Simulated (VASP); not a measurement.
Level of theory: PBEsol GGA, VASP's PBE PAW potentials (set 64) (plane waves; VASP).

The input files of a VASP run:

**INCAR**
```
SYSTEM = Li3N
PREC = Accurate
ENCUT = 520
EDIFF = 1E-7
NELM = 100
ALGO = Normal
LREAL = .FALSE.
LASPH = .TRUE.
ISMEAR = -5
GGA = PS
LWAVE = .FALSE.
LCHARG = .TRUE.
LORBIT = 11
NEDOS = 601
ISIF = 2
LEFG = .TRUE.
```

### POSCAR
```
Li3N
3.8475750
  0.4693983561  -0.8130218714   0.0000000000
  0.4693983561   0.8130218714   0.0000000000
  0.0000000000   0.0000000000   0.9999999385
Li N
3 1
Direct
  0.3333330000   0.6666670000   0.0000000000
  0.6666670000   0.3333330000   0.0000000000
  0.0000000000   0.0000000000   0.5000000000
  0.0000000000   0.0000000000   0.0000000000
```

**KPOINTS**
```
Automatic mesh
0
gamma
 8 8 7
```

POTCAR, in this order: Li_sv N (PBE.64 set). Program: vasp_std.

Output

**OSZICAR**
```
       N       E                     dE             d eps       ncg     rms          rms(c)
DAV:   1     0.569793011943E+02    0.56979E+02   -0.69193E+03   888   0.134E+03
DAV:   2    -0.120285308651E+02   -0.69008E+02   -0.64821E+02  1236   0.254E+02
DAV:   3    -0.192880665406E+02   -0.72595E+01   -0.72169E+01  1287   0.770E+01
DAV:   4    -0.200757199594E+02   -0.78765E+00   -0.78653E+00  1419   0.203E+01
DAV:   5    -0.200886894640E+02   -0.12970E-01   -0.12969E-01  1172   0.309E+00    0.946E+00
DAV:   6    -0.163863391645E+02    0.37024E+01   -0.23250E+01  1027   0.225E+01    0.442E+00
DAV:   7    -0.162203841283E+02    0.16596E+00   -0.14643E+00  1197   0.723E+00    0.225E+00
DAV:   8    -0.161317940622E+02    0.88590E-01   -0.38206E-01  1037   0.489E+00    0.103E+00
DAV:   9    -0.161233306951E+02    0.84634E-02   -0.45893E-02  1164   0.141E+00    0.326E-01
DAV:  10    -0.161240263814E+02   -0.69569E-03   -0.37944E-03  1184   0.394E-01    0.768E-02
DAV:  11    -0.161238420558E+02    0.18433E-03   -0.14396E-03  1151   0.184E-01    0.275E-02
DAV:  12    -0.161238436057E+02   -0.15499E-05   -0.12985E-04  1125   0.727E-02    0.117E-02
DAV:  13    -0.161238402563E+02    0.33494E-05   -0.25113E-05  1179   0.294E-02    0.161E-03
DAV:  14    -0.161238399862E+02    0.27004E-06   -0.96357E-07  1234   0.836E-03    0.852E-04
DAV:  15    -0.161238398018E+02    0.18447E-06   -0.11418E-07   652   0.219E-03    0.220E-04
DAV:  16    -0.161238398027E+02   -0.88926E-09   -0.13769E-08   569   0.116E-03
   1 F= -.16123840E+02 E0= -.16123840E+02  d E =0.000000E+00
```

### OUTCAR
```
------------------------ aborting loop because EDIFF is reached ----------------------------------------
  FORCE on cell =-STRESS in cart. coord.  units (eV):
  Direction    XX          YY          ZZ          XY          YZ          ZX
  --------------------------------------------------------------------------------------
  Total       -0.0286769     -0.0286769      0.0112083      0.0000000     -0.0000000     -0.0000000
  in kB       -1.0568358     -1.0568360      0.4130637      0.0000000     -0.0000000     -0.0000000
  external PRESSURE =      -0.5668694 kB  Pullay stress =       0.0000000 kB
  volume of cell :       43.47
      direct lattice vectors                 reciprocal lattice vectors
     1.806045380 -3.128162627  0.000000000     0.276847972 -0.159838237  0.000000000
     1.806045380  3.128162627  0.000000000     0.276847972  0.159838237  0.000000000
     0.000000000  0.000000000  3.847574763     0.000000000  0.000000000  0.259903981
 POSITION                                       TOTAL-FORCE (eV/Angst)
 -----------------------------------------------------------------------------------
      1.80605      1.04272      0.00000         0.000000      0.000000      0.000000
      1.80605     -1.04272      0.00000        -0.000000     -0.000000      0.000000
      0.00000      0.00000      1.92379         0.000000     -0.000000      0.000000
      0.00000      0.00000      0.00000         0.000000     -0.000000      0.000000
 -----------------------------------------------------------------------------------
    total drift:                                0.000000     -0.000000      0.000000
  FREE ENERGIE OF THE ION-ELECTRON SYSTEM (eV)
  ---------------------------------------------------
  free  energy   TOTEN  =       -16.1238398027 eV

  energy  without entropy=      -16.1238398027  energy(sigma->0) =      -16.12383980

 total charge

# of ion       s       p       d       tot
------------------------------------------
    1        2.043   0.106   0.000   2.149
    2        2.043   0.106   0.000   2.149
    3        2.044   0.097   0.000   2.141
    4        1.219   2.390   0.000   3.610
--------------------------------------------------
tot          7.349   2.699   0.000  10.048

 Electric field gradients after diagonalization (V/A^2)
 (convention: |V_zz| > |V_xx| > |V_yy|)
----------------------------------------------------------------------
 ion       V_xx      V_yy      V_zz     asymmetry (V_yy - V_xx)/ V_zz
----------------------------------------------------------------------
   1      -1.044    -1.037     2.081       0.003
   2      -1.044    -1.037     2.081       0.003
   3       2.174     2.172    -4.346       0.000
   4      -5.978    -5.977    11.955       0.000
```
(Selected blocks of OUTCAR.)

The compound is Li3N in the alpha structure. It was relaxed first.
